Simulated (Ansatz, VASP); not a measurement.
## InO: VASP beside Ansatz

Contents of INCAR:

```
SYSTEM = InO
ALGO     = Normal         ! electronic algorithm
EDIFF    = 1E-6           ! SCF threshold, eV
ENCUT    = 520            ! plane-wave cutoff, eV
GGA      = PE             ! functional
ISIF     = 2              ! what is computed and relaxed
ISMEAR   = -1             ! smearing method
LASPH    = .True.         ! aspherical terms in the spheres
LCHARG   = .False.        ! write CHGCAR
LREAL    = .False.        ! projectors in reciprocal space
LWAVE    = .False.        ! write WAVECAR
NBANDS   = 27             ! bands
NELM     = 80             ! most SCF steps
PREC     = Accurate       ! precision mode
SIGMA    = 0.05           ! smearing width, eV
```

Contents of KPOINTS:

```
k-points
0
Gamma
  9 9 2
  0 0 0
```

POSCAR

```
InO
1.0
    3.4990613000      0.0000000000      0.0000000000
   -1.7495306500      3.0302759752      0.0000000000
    0.0000000000      0.0000000000     16.0860331704
In O
2 2
Direct
    0.6666666667      0.3333333333      0.4099790000
    0.6666666667      0.3333333333      0.5900210000
    0.0000000000      0.0000000000      0.3601330000
    0.0000000000      0.0000000000      0.6398670000
```

input.yaml

```yaml
crystal:
  lattice:
    - [3.4990613, 0.0, 0.0]
    - [-1.74953065, 3.0302759752, 0.0]
    - [0.0, 0.0, 16.0860331704]
  atoms:
    - { symbol: In, position: [0.6666666667, 0.3333333333, 0.409979] }
    - { symbol: In, position: [0.6666666667, 0.3333333333, 0.590021] }
    - { symbol: O, position: [0.0, 0.0, 0.360133] }
    - { symbol: O, position: [0.0, 0.0, 0.639867] }
kpoints:
  mp_grid: { grid: [9, 9, 2] }
scf:
  occupations: { method: fermi_dirac, width: 0.05 }
hamiltonian:
  xc: pbe
  pseudopotentials: { kind: all_electron, lapw: { basis_error: 0.001 } }
output:
  forces: true
  stress: true
  eigenvalues: true
```

Change from the starting cell: volume scaled by 1.04.

Alike in both runs: task single point; functional PBE; k mesh 9 × 9 × 2; occupations fermi-dirac, width 0.05 eV; no spin polarisation.

|  | VASP | Ansatz |
| --- | --- | --- |
| version | VASP 6.6.1 | Ansatz 0.2.0 |
| potentials or method | VASP PAW PBE potentials, release 64 (In_d, O) | all-electron LAPW, scalar-relativistic |
| plane-wave cutoff (eV) | 520 | see its input |

VASP gave:

* gap on the k mesh at the Fermi level (eV): 0.32
* least direct gap on the mesh (eV): 0.97
* rms of the force components (eV/Å): 0.143

Q: Estimate Ansatz's values.

A: gap on the k mesh at the Fermi level (eV): 0.34; least direct gap on the mesh (eV): 0.98; rms of the force components (eV/Å): 0.158.

Atom by atom the forces differ by 0.015 eV/Å (rms over components). Ansatz ran all-electron here, so the differences hold the error of VASP's frozen core and of both bases.

Caveats: spin-orbit coupling is left out, which moves the levels of the heavy elements.
